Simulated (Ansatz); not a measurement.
**TiS2: computed properties**

Level of theory: Ansatz 0.2.0, DFT PBE+D3(BJ), scalar-relativistic, plane waves, PAW.

Plane waves to 420 eV, a k mesh through Γ of 12×12×8 on the computed 3-atom cell and Gaussian smearing (0.10 eV); no spin polarisation.

The structure is relaxed at this level of theory with its symmetry kept.

```cif
data_structure
_symmetry_space_group_name_H-M 'P-3m1'
_symmetry_Int_Tables_number 164
_cell_length_a 3.3589
_cell_length_b 3.3589
_cell_length_c 5.5243
_cell_angle_alpha 90.000
_cell_angle_beta 90.000
_cell_angle_gamma 120.000
_cell_volume 53.97
loop_
_atom_site_label
_atom_site_type_symbol
_atom_site_symmetry_multiplicity
_atom_site_Wyckoff_symbol
_atom_site_fract_x
_atom_site_fract_y
_atom_site_fract_z
_atom_site_occupancy
Ti1 Ti 1 a 0.00000 0.00000 0.00000 1
S1 S 2 d 0.33333 0.66667 0.25870 1
```

```json
{
  "Space group": "P-3m1 (No. 164)",
  "Volume per atom": "17.99 Å³",
  "Kohn–Sham band gap": "none (metal)",
  "Density of states at the Fermi level": "0.39 states/eV per cell",
  "Löwdin character within 0.5 eV of the Fermi level": "Ti 3d 62 %, S 3p 34 %",
  "Bader charges (e)": "Ti (1 in the cell) 1.72, S (2 in the cell) -0.86"
}
```

A ferromagnetic start lost its moments in a first run, so spin was left out; other magnetic orders weren't tried.

Closed-shell ions balance this formula, so the missing gap can be the error of a semilocal functional.